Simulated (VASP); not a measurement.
# Sn (P1) in VASP: tuning ranks NCORE KPAR

Aim: find the choice of ranks NCORE KPAR that runs Sn fastest, at PBE. This setting moves, with any that are tied to it; all else stays.

All numbers are computed with VASP 6.6.1; they aren't measurements. Logs are shortened: lines on timing, memory, paths and dates and some standing lists are left out, and cuts for length are marked.

## Step 1: The cell of the first run

The typed cell holds 36 atoms: a = 9.845 Å, b = 9.845 Å, c = 13.127 Å, α = 109.47°, β = 109.47°, γ = 109.47°.

This isn't the form of Sn at room conditions, which is tetragonal (white tin).

The cell isn't the ideal one: atoms moved at random, drawn with an rms of 0.05 Å.

## Step 2: With ranks NCORE KPAR ranks=8 NCORE=1 KPAR=1

INCAR

```
SYSTEM = Sn
  PREC = Accurate
  ENCUT = 520
  EDIFF = 1E-5
  ISMEAR = 0
  SIGMA = 0.05
  LREAL = Auto
  LASPH = .TRUE.
  NELM = 60
  ALGO = Fast
  ISIF = 2
  LWAVE = .FALSE.
  LCHARG = .FALSE.
  GGA = PE
  NBANDS = 276
  NCORE = 1
  KPAR = 1
```

KPOINTS

```
regular mesh
0
G
  2 2 2
  0 0 0
```

POSCAR

```
Sn
1.0
   -5.6839554576      5.6839554576      5.6839554576
    5.6839554576     -5.6839554576      5.6839554576
    7.5786072768      7.5786072768     -7.5786072768
Sn
36
Direct
    0.0030400000      0.0017840000      0.0023100000
    0.0035670000     -0.0022610000      0.2492130000
    0.0024960000     -0.0004550000      0.5000870000
    0.0015180000      0.0022190000      0.7506380000
   -0.0017020000      0.3301180000     -0.0017800000
   -0.0006670000      0.3341420000      0.2512640000
   -0.0006570000      0.3312910000      0.4979430000
    0.0060720000      0.3352630000      0.7520160000
   -0.0054460000      0.6590510000     -0.0091050000
    0.0011370000      0.6661260000      0.2495870000
   -0.0039310000      0.6712590000      0.5019910000
    0.0034560000      0.6738070000      0.7553230000
    0.3294260000     -0.0009150000     -0.0042790000
    0.3282910000     -0.0015150000      0.2477870000
    0.3305810000     -0.0004490000      0.4979880000
    0.3320910000     -0.0010840000      0.7502590000
    0.3365320000      0.3357470000      0.0029390000
    0.3339410000      0.3298510000      0.2498290000
    0.3329180000      0.3380670000      0.4996190000
    0.3292090000      0.3324520000      0.7474890000
    0.3314610000      0.6642170000      0.0006470000
    0.3326280000      0.6625130000      0.2482030000
    0.3309870000      0.6629370000      0.5019690000
    0.3357800000      0.6665530000      0.7529270000
    0.6693210000     -0.0014710000     -0.0001160000
    0.6618450000     -0.0015460000      0.2510900000
    0.6675360000      0.0017560000      0.4989000000
    0.6592090000     -0.0026430000      0.7471550000
    0.6667710000      0.3339760000      0.0030950000
    0.6690790000      0.3345670000      0.2508800000
    0.6670930000      0.3353950000      0.5022420000
    0.6635130000      0.3267100000      0.7515770000
    0.6629920000      0.6625390000     -0.0002090000
    0.6672240000      0.6698210000      0.2493700000
    0.6716490000      0.6695520000      0.5010760000
    0.6603590000      0.6636810000      0.7490250000
```

Potentials or basis: VASP PAW PBE potentials, release 64 (Sn_d).

Command:

```console
$ cat potpaw_PBE.64/Sn_d/POTCAR > POTCAR
$ mpirun -np 8 vasp_std > vasp.out
```

OUTCAR:

```text
SYSTEM = Sn
   PREC = Accurate
   ENCUT = 520
   EDIFF = 1E-5
   ISMEAR = 0
   LREAL = Auto
   LASPH = .TRUE.
   NELM = 60
   ISIF = 2
   GGA = PE

 Found      8 irreducible k-points:

 Following reciprocal coordinates:
            Coordinates               Weight
  0.000000  0.000000  0.000000      1.000000
  0.500000  0.000000  0.000000      1.000000
  0.000000  0.500000  0.000000      1.000000
  0.500000  0.500000  0.000000      1.000000
  0.000000  0.000000  0.500000      1.000000
  0.500000  0.000000  0.500000      1.000000
   k-points           NKPTS =      8   k-points in BZ     NKDIM =      8   number of bands    NBANDS=    280
   number of dos      NEDOS =    301   number of ions     NIONS =     36
   total plane-waves  NPLWV = 627200
   dimension x,y,z NGX =    80 NGY =   80 NGZ =   98
   dimension x,y,z NGXF=   160 NGYF=  160 NGZF=  196
   ions per type =              36
   NGX,Y,Z   is equivalent  to a cutoff of  13.51, 13.51, 12.41 a.u.
   NGXF,Y,Z  is equivalent  to a cutoff of  27.02, 27.02, 24.82 a.u.
 SYSTEM =  Sn
   PREC   = accura    normal or accurate (medium, high low for compatibility)
   ISTART =      0    job   : 0-new  1-cont  2-samecut
   ICHARG =      2    charge: 1-file 2-atom 10-const
   ISPIN  =      1    spin polarized calculation?
   LNONCOLLINEAR =      F non collinear calculations
   LSORBIT =      F    spin-orbit coupling
   LASPH  =      T    aspherical Exc in radial PAW
   ENCUT  =  520.0 eV  38.22 Ry    6.18 a.u.  18.30 18.30 24.41*2*pi/ulx,y,z
   NELM   =     60;   NELMIN=  2; NELMDL= -5     # of ELM steps
   EDIFF  = 0.1E-04   stopping-criterion for ELM
   LREAL  =      T    real-space projection
   EDIFFG = 0.1E-03   stopping-criterion for IOM
   NSW    =      0    number of steps for IOM
   IBRION =     -1    ionic relax: 0-MD 1-quasi-New 2-CG
   NFREE  =      0    steps in history (QN), initial steepest desc. (CG)
   ISIF   =      2    stress and relaxation
   ISYM   =      2    0-nonsym 1-usesym 2-fastsym
   POTIM  = 0.5000    time-step for ionic-motion
   TEBEG  =    0.0;   TEEND  =   0.0 temperature during run
   PSTRESS=    0.0 pullay stress
   NELECT =     504.0000    total number of electrons
   NUPDOWN=      -1.0000    fix difference up-down
   EMIN   =  10.00;   EMAX   =-10.00  energy-range for DOS
   EFERMI =   0.00;   METHOD = LEGACY
   ISMEAR =     0;   SIGMA  =   0.05  broadening in eV -4-tet -1-fermi 0-gaus
   EFERMI_NEDOS =   21; number of points for ismear=-14 and -15
   IALGO  =     68    algorithm
   IMIX   =      4    mixing-type and parameters
     AMIX     =   0.40;   BMIX     =  1.00
     AMIX_MAG =   1.60;   BMIX_MAG =  1.00
  volume/ion in A,a.u.               =      27.20       183.59
  Fermi-wavevector in a.u.,A,eV,Ry     =   1.311902  2.479136 23.416813  1.721087
  Thomas-Fermi vector in A             =   2.442332
   LORBIT       =      0    0 simple, 1 ext, 2 COOP (PROOUT), +10 PAW based schemes
   GGA     = PE    functional components
   LHFCALC =     F    Hartree Fock is set to
   AEXX    =    0.0000 exact exchange contribution
   IVDW    =     0    specifies the selected vdW correction
   LEPSILON=     F    determine dielectric tensor
   LRPA    =     F    only Hartree local field effects (RPA)
 non-spin polarized calculation
 RMM-DIIS sequential band-by-band and
 Gauss-broadening in eV      SIGMA  =   0.05
  energy-cutoff  :      520.00
  volume of cell :      979.38
 maximum number of plane-waves:     26437
 NGX is ok and might be reduce to    80
   NGX = 37   NGY = 37   NGZ = 49

 number of electron     503.9999996 magnetization

 Free energy of the ion-electron system (eV)
  ---------------------------------------------------
  ext. energy  EPLUGINS =         0.00000000
  ---------------------------------------------------
  free energy    TOTEN  =      -135.83426833 eV

  energy without entropy =     -135.79160781  energy(sigma->0) =     -135.81293807

 E-fermi :   8.0796     XC(G=0): -10.3641

 val. band max:        8.0751902147   @ k =   0.0000   0.5000   0.5000
 cond. band min:       8.0829975090   @ k =   0.5000   0.0000   0.5000
 fundamental gap:      0.0078072943
 Fermi energy:         8.0795787730

 k-point     1 :       0.0000    0.0000    0.0000
  band No.  band energies     occupation
      1     -13.5543      2.00000
      2     -13.5362      2.00000
      3     -13.5347      2.00000
      4     -13.5339      2.00000
      5     -13.5324      2.00000
      6     -13.5320      2.00000
[... 256 lines left out ...]
    263       8.4050      0.00000
    264       9.1136      0.00000

 k-point     2 :       0.5000    0.0000    0.0000
  band No.  band energies     occupation
      1     -13.5453      2.00000
      2     -13.5426      2.00000
      3     -13.5325      2.00000
      4     -13.5296      2.00000
      5     -13.5279      2.00000
      6     -13.5233      2.00000
[... 256 lines left out ...]
    263       9.0785      0.00000
    264       9.1116      0.00000

 k-point     3 :       0.0000    0.5000    0.0000
  band No.  band energies     occupation
      1     -13.5450      2.00000
      2     -13.5426      2.00000
      3     -13.5317      2.00000
      4     -13.5308      2.00000
      5     -13.5263      2.00000
      6     -13.5242      2.00000
[... 256 lines left out ...]
    263       9.0762      0.00000
    264       9.0850      0.00000

 k-point     4 :       0.5000    0.5000    0.0000
  band No.  band energies     occupation
      1     -13.5298      2.00000
      2     -13.5225      2.00000
      3     -13.5191      2.00000
      4     -13.5181      2.00000
      5     -13.5167      2.00000
      6     -13.5164      2.00000
[... 256 lines left out ...]
    263       9.3080      0.00000
    264       9.3282      0.00000

 k-point     5 :       0.0000    0.0000    0.5000
  band No.  band energies     occupation
      1     -13.5487      2.00000
      2     -13.5468      2.00000
      3     -13.5341      2.00000
      4     -13.5336      2.00000
      5     -13.5327      2.00000
      6     -13.5319      2.00000
[... 256 lines left out ...]
    263       8.9525      0.00000
    264       8.9720      0.00000

 k-point     6 :       0.5000    0.0000    0.5000
  band No.  band energies     occupation
      1     -13.5366      2.00000
      2     -13.5339      2.00000
      3     -13.5328      2.00000
      4     -13.5315      2.00000
      5     -13.5299      2.00000
      6     -13.5296      2.00000
[... 256 lines left out ...]
    263       9.4872      0.00000
    264       9.5140      0.00000

 [... further k-points ...]

 [bands above 264 left out]

------------------------ aborting loop because EDIFF is reached ----------------------------------------

  FORCE on cell =-STRESS in cart. coord.  units (eV):
  Direction    XX          YY          ZZ          XY          YZ          ZX
  --------------------------------------------------------------------------------------
  -------------------------------------------------------------------------------------
  Total        3.4427141      3.3873192      1.2721659      1.4298038      0.2139647      0.1867463
  in kB        5.6319762      5.5413550      2.0811511      2.3390327      0.3500273      0.3055004
  external PRESSURE =       4.4181608 kB  Pullay stress =       0.0000000 kB

 VOLUME and BASIS-vectors are now :
 -----------------------------------------------------------------------------
  energy-cutoff  :      520.00
  volume of cell :      979.38
      direct lattice vectors                 reciprocal lattice vectors
    -5.683955458  5.683955458  5.683955458     0.000000000  0.087966910  0.087966910
     5.683955458 -5.683955458  5.683955458     0.087966910  0.000000000  0.087966910
     7.578607277  7.578607277 -7.578607277     0.065975183  0.065975183  0.000000000

 POSITION                                       TOTAL-FORCE (eV/Angst)
 -----------------------------------------------------------------------------------
      0.01037      0.02465      0.00991         0.013812     -0.027557     -0.026651
      7.53952     -3.76214      3.80269         0.054791     -0.134840     -0.102311
      9.45715     -1.87722      1.90559         0.052550     -0.054309      0.018699
      5.69278      5.68481     -5.66755         0.040373     -0.063063     -0.067865
      3.76721     11.36302     -0.01446         0.001835     -0.012660     -0.038855
     -1.87668      5.68515      5.67518        -0.052978     -0.000782     -0.002898
[... 28 lines left out ...]
      3.78554      3.80938      3.82587         0.097517     -0.079657     -0.063037
      5.69545      5.65768      1.84922        -0.066255      0.066972      0.087834
 -----------------------------------------------------------------------------------
    total drift:                                0.001097      0.048274      0.041138

  FREE ENERGIE OF THE ION-ELECTRON SYSTEM (eV)
  ---------------------------------------------------
  free  energy   TOTEN  =      -135.8342683344 eV

  energy  without entropy=     -135.7916078122  energy(sigma->0) =     -135.81293807
```

stdout:

```text
POSCAR found type information on POSCAR Sn
 POSCAR found :  1 types and      36 ions
 scaLAPACK will be used
 -----------------------------------------------------------------------------
|                                                                             |
|           W    W    AA    RRRRR   N    N  II  N    N   GGGG   !!!           |
[... 30 lines left out ...]
|     I found NBANDS = 276. Now, NBANDS = 280.                                |
|                                                                             |
 -----------------------------------------------------------------------------

 POSCAR, INCAR and KPOINTS ok, starting setup
 FFT: planning ... GRIDC
 FFT: planning ... GRID_SOFT
 FFT: planning ... GRID
 WAVECAR not read
 entering main loop
```

Run time: 5 min. Hardware: 8 MPI ranks of Intel Xeon 6975P-C (Granite Rapids), host not shared; peak memory 0.53 GiB.

What came out:

```yaml
Free_energy: -135.8343 eV
Pressure: 0.4 GPa
Largest_force: 0.178 eV/Å
Band_gap_on_the_k_mesh: none (metal or under the smearing width)
```

## Step 3: With ranks NCORE KPAR ranks=16 NCORE=1 KPAR=1

INCAR is that of step 2.

KPOINTS is that of step 2.

POSCAR is that of step 2.

Potentials or basis: VASP PAW PBE potentials, release 64 (Sn_d).

Command:

```console
$ cat potpaw_PBE.64/Sn_d/POTCAR > POTCAR
$ mpirun -np 16 vasp_std > vasp.out
```

Run time: 3 min. Hardware: 16 MPI ranks of Intel Xeon 6975P-C (Granite Rapids), host not shared; peak memory 0.46 GiB.

Results (log left out):

| Quantity | Value |
| --- | --- |
| Free energy | -135.8343 eV |
| Pressure | 0.4 GPa |
| Largest force | 0.178 eV/Å |
| Band gap on the k mesh | none (metal or under the smearing width) |

## Step 4: With ranks NCORE KPAR ranks=32 NCORE=1 KPAR=1

INCAR is that of step 3.

KPOINTS is that of step 3.

POSCAR is that of step 3.

Command:

```console
$ cat potpaw_PBE.64/Sn_d/POTCAR > POTCAR
$ mpirun -np 32 vasp_std > vasp.out
```

Run time: 1.8 min. Hardware: 32 MPI ranks of Intel Xeon 6975P-C (Granite Rapids), host not shared; peak memory 0.46 GiB.

The run converged. Its results:

* Free energy: -135.8343 eV
* Pressure: 0.4 GPa
* Largest force: 0.178 eV/Å
* Band gap on the k mesh: none (metal or under the smearing width)

## Step 5: With ranks NCORE KPAR ranks=64 NCORE=1 KPAR=1

INCAR is that of step 4.

KPOINTS is that of step 4.

POSCAR is that of step 4.

Command:

```console
$ cat potpaw_PBE.64/Sn_d/POTCAR > POTCAR
$ mpirun -np 64 vasp_std > vasp.out
```

It took 96 s on 64 MPI ranks of Intel Xeon 6975P-C (Granite Rapids), host not shared; peak memory 0.6 GiB.

The run converged. Its results:

| Item | Value |
| --- | --- |
| Free energy | -135.8343 eV |
| Pressure | 0.4 GPa |
| Largest force | 0.178 eV/Å |
| Band gap on the k mesh | none (metal or under the smearing width) |

## Step 6: With ranks NCORE KPAR ranks=64 NCORE=2 KPAR=1

Changes to INCAR since step 5:

```diff
@@ -15,3 +15,3 @@
   NBANDS = 276
-  NCORE = 1
+  NCORE = 2
   KPAR = 1
```

KPOINTS is that of step 5.

POSCAR is that of step 5.

Potentials or basis: VASP PAW PBE potentials, release 64 (Sn_d).

Command:

```console
$ cat potpaw_PBE.64/Sn_d/POTCAR > POTCAR
$ mpirun -np 64 vasp_std > vasp.out
```

Wall time 80 s (64 MPI ranks of Intel Xeon 6975P-C (Granite Rapids), host not shared); peak memory 0.58 GiB.

It converged, with:

| Item | Value |
| --- | --- |
| Free energy | -135.8343 eV |
| Pressure | 0.4 GPa |
| Largest force | 0.178 eV/Å |
| Band gap on the k mesh | none (metal or under the smearing width) |

## Step 7: With ranks NCORE KPAR ranks=64 NCORE=4 KPAR=1

Changes to INCAR since step 6:

```diff
@@ -15,3 +15,3 @@
   NBANDS = 276
-  NCORE = 2
+  NCORE = 4
   KPAR = 1
```

KPOINTS is that of step 6.

POSCAR is that of step 6.

Command:

```console
$ cat potpaw_PBE.64/Sn_d/POTCAR > POTCAR
$ mpirun -np 64 vasp_std > vasp.out
```

It took 65 s on 64 MPI ranks of Intel Xeon 6975P-C (Granite Rapids), host not shared; peak memory 0.39 GiB.

It converged, with:

- Free energy: -135.8343 eV
- Pressure: 0.4 GPa
- Largest force: 0.178 eV/Å
- Band gap on the k mesh: none (metal or under the smearing width)

## Step 8: With ranks NCORE KPAR ranks=64 NCORE=8 KPAR=1

Changes to INCAR since step 7:

```diff
@@ -15,3 +15,3 @@
   NBANDS = 276
-  NCORE = 4
+  NCORE = 8
   KPAR = 1
```

KPOINTS is that of step 7.

POSCAR is that of step 7.

Command:

```console
$ cat potpaw_PBE.64/Sn_d/POTCAR > POTCAR
$ mpirun -np 64 vasp_std > vasp.out
```

Run time: 51 s. Hardware: 64 MPI ranks of Intel Xeon 6975P-C (Granite Rapids), host not shared; peak memory 0.32 GiB.

Results (log left out):

```yaml
Free_energy: -135.8343 eV
Pressure: 0.4 GPa
Largest_force: 0.178 eV/Å
Band_gap_on_the_k_mesh: none (metal or under the smearing width)
```

## Step 9: With ranks NCORE KPAR ranks=64 NCORE=16 KPAR=1

Changes to INCAR since step 8:

```diff
@@ -15,3 +15,3 @@
   NBANDS = 276
-  NCORE = 8
+  NCORE = 16
   KPAR = 1
```

KPOINTS is that of step 8.

POSCAR is that of step 8.

Potentials or basis: VASP PAW PBE potentials, release 64 (Sn_d).

Command:

```console
$ cat potpaw_PBE.64/Sn_d/POTCAR > POTCAR
$ mpirun -np 64 vasp_std > vasp.out
```

Run time: 45 s. Hardware: 64 MPI ranks of Intel Xeon 6975P-C (Granite Rapids), host not shared; peak memory 0.31 GiB.

Results (log left out):

* Free energy: -135.8343 eV
* Pressure: 0.4 GPa
* Largest force: 0.178 eV/Å
* Band gap on the k mesh: none (metal or under the smearing width)

## Step 10: With ranks NCORE KPAR ranks=64 NCORE=1 KPAR=2

Changes to INCAR since step 9:

```diff
@@ -15,3 +15,3 @@
   NBANDS = 276
-  NCORE = 16
-  KPAR = 1
+  NCORE = 1
+  KPAR = 2
```

KPOINTS is that of step 9.

POSCAR is that of step 9.

Command:

```console
$ cat potpaw_PBE.64/Sn_d/POTCAR > POTCAR
$ mpirun -np 64 vasp_std > vasp.out
```

It took 80 s on 64 MPI ranks of Intel Xeon 6975P-C (Granite Rapids), host not shared; peak memory 0.54 GiB.

Results (log left out):

```
Free energy            : -135.8343 eV
Pressure               : 0.4 GPa
Largest force          : 0.178 eV/Å
Band gap on the k mesh : none (metal or under the smearing width)
```

## Step 11: With ranks NCORE KPAR ranks=64 NCORE=1 KPAR=4

Changes to INCAR since step 10:

```diff
@@ -16,2 +16,2 @@
   NCORE = 1
-  KPAR = 2
+  KPAR = 4
```

KPOINTS is that of step 10.

POSCAR is that of step 10.

Command:

```console
$ cat potpaw_PBE.64/Sn_d/POTCAR > POTCAR
$ mpirun -np 64 vasp_std > vasp.out
```

Wall time 79 s (64 MPI ranks of Intel Xeon 6975P-C (Granite Rapids), host not shared); peak memory 0.62 GiB.

Results (log left out):

- Free energy: -135.8343 eV
- Pressure: 0.4 GPa
- Largest force: 0.178 eV/Å
- Band gap on the k mesh: none (metal or under the smearing width)

## Step 12: With ranks NCORE KPAR ranks=64 NCORE=1 KPAR=8

Changes to INCAR since step 11:

```diff
@@ -16,2 +16,2 @@
   NCORE = 1
-  KPAR = 4
+  KPAR = 8
```

KPOINTS is that of step 11.

POSCAR is that of step 11.

Potentials or basis: VASP PAW PBE potentials, release 64 (Sn_d).

Command:

```console
$ cat potpaw_PBE.64/Sn_d/POTCAR > POTCAR
$ mpirun -np 64 vasp_std > vasp.out
```

Run time: 78 s. Hardware: 64 MPI ranks of Intel Xeon 6975P-C (Granite Rapids), host not shared; peak memory 0.73 GiB.

Results (log left out):

```yaml
Free_energy: -135.8343 eV
Pressure: 0.4 GPa
Largest_force: 0.178 eV/Å
Band_gap_on_the_k_mesh: none (metal or under the smearing width)
```

## Step 13: With ranks NCORE KPAR ranks=64 NCORE=2 KPAR=2

Changes to INCAR since step 12:

```diff
@@ -15,3 +15,3 @@
   NBANDS = 276
-  NCORE = 1
-  KPAR = 8
+  NCORE = 2
+  KPAR = 2
```

KPOINTS is that of step 12.

POSCAR is that of step 12.

Command:

```console
$ cat potpaw_PBE.64/Sn_d/POTCAR > POTCAR
$ mpirun -np 64 vasp_std > vasp.out
```

Run time: 78 s. Hardware: 64 MPI ranks of Intel Xeon 6975P-C (Granite Rapids), host not shared; peak memory 0.61 GiB.

The run converged. Its results:

- Free energy: -135.8343 eV
- Pressure: 0.4 GPa
- Largest force: 0.178 eV/Å
- Band gap on the k mesh: none (metal or under the smearing width)

## Step 14: With ranks NCORE KPAR ranks=64 NCORE=1 KPAR=1 again 1

Changes to INCAR since step 13:

```diff
@@ -15,3 +15,3 @@
   NBANDS = 276
-  NCORE = 2
-  KPAR = 2
+  NCORE = 1
+  KPAR = 1
```

KPOINTS is that of step 13.

POSCAR is that of step 13.

Command:

```console
$ cat potpaw_PBE.64/Sn_d/POTCAR > POTCAR
$ mpirun -np 64 vasp_std > vasp.out
```

Wall time 98 s (64 MPI ranks of Intel Xeon 6975P-C (Granite Rapids), host not shared); peak memory 0.61 GiB.

It converged, with:

```yaml
Free_energy: -135.8343 eV
Pressure: 0.4 GPa
Largest_force: 0.178 eV/Å
Band_gap_on_the_k_mesh: none (metal or under the smearing width)
```

## Step 15: With ranks NCORE KPAR ranks=64 NCORE=1 KPAR=1 again 2

INCAR is that of step 14.

KPOINTS is that of step 14.

POSCAR is that of step 14.

Potentials or basis: VASP PAW PBE potentials, release 64 (Sn_d).

Command:

```console
$ cat potpaw_PBE.64/Sn_d/POTCAR > POTCAR
$ mpirun -np 64 vasp_std > vasp.out
```

Run time: 97 s. Hardware: 64 MPI ranks of Intel Xeon 6975P-C (Granite Rapids), host not shared; peak memory 0.61 GiB.

It converged, with:

```
Free energy            : -135.8343 eV
Pressure               : 0.4 GPa
Largest force          : 0.178 eV/Å
Band gap on the k mesh : none (metal or under the smearing width)
```

[end of part 1 of 2]
